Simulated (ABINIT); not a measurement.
Ge:

```
Ge
1.0
     0.00000    2.82891    2.82891
     2.82891    0.00000    2.82891
     2.82891    2.82891    0.00000
Ge
2
Direct
  0.75000 0.75000 0.75000
  0.50000 0.50000 0.50000
```

```yaml
Program: ABINIT 10.8.3 (patched build)
Task: relaxation of cell and atoms
Functional: PBE
Potentials_or_basis: SPMS NC PBE v1.0
Cutoff: 844 eV
k_mesh: 6 × 6 × 6
Occupations: fermi-dirac, width 0.05 eV
Spin: no spin polarisation
```

At the start: pressure 3.8 GPa; volume 22.64 Å³/atom.

How do energy, volume and symmetry change on relaxing?

Over 4 steps the energy falls by 15.4 meV/atom and the volume is 24.00 Å³/atom (+6.0 %); space group Fd-3m (No. 227, to 0.05 Å).

The path:
```
step  energy change (eV)  largest force (eV/Å)  pressure (GPa)  volume (Å³)
   1              0.0000                0.0000            3.79        45.28
   2             -0.0112                0.0000            3.00        45.81
   3             -0.0309                0.0000            0.03        47.97
   4             -0.0309                0.0000            0.00        47.99
```

Final structure:
```cif
data_structure
_symmetry_space_group_name_H-M 'P 1'
_symmetry_Int_Tables_number 1
_cell_length_a 4.0790
_cell_length_b 4.0790
_cell_length_c 4.0790
_cell_angle_alpha 60.000
_cell_angle_beta 60.000
_cell_angle_gamma 60.000
_cell_volume 47.99
loop_
_atom_site_label
_atom_site_type_symbol
_atom_site_fract_x
_atom_site_fract_y
_atom_site_fract_z
_atom_site_occupancy
Ge1 Ge 0.75000 0.75000 0.75000 1
Ge2 Ge 0.50000 0.50000 0.50000 1
```

The cell as given is a measured one (22.64 Å³/atom); PBE puts the equilibrium volume +6.0 % from it, thermal expansion not counted.
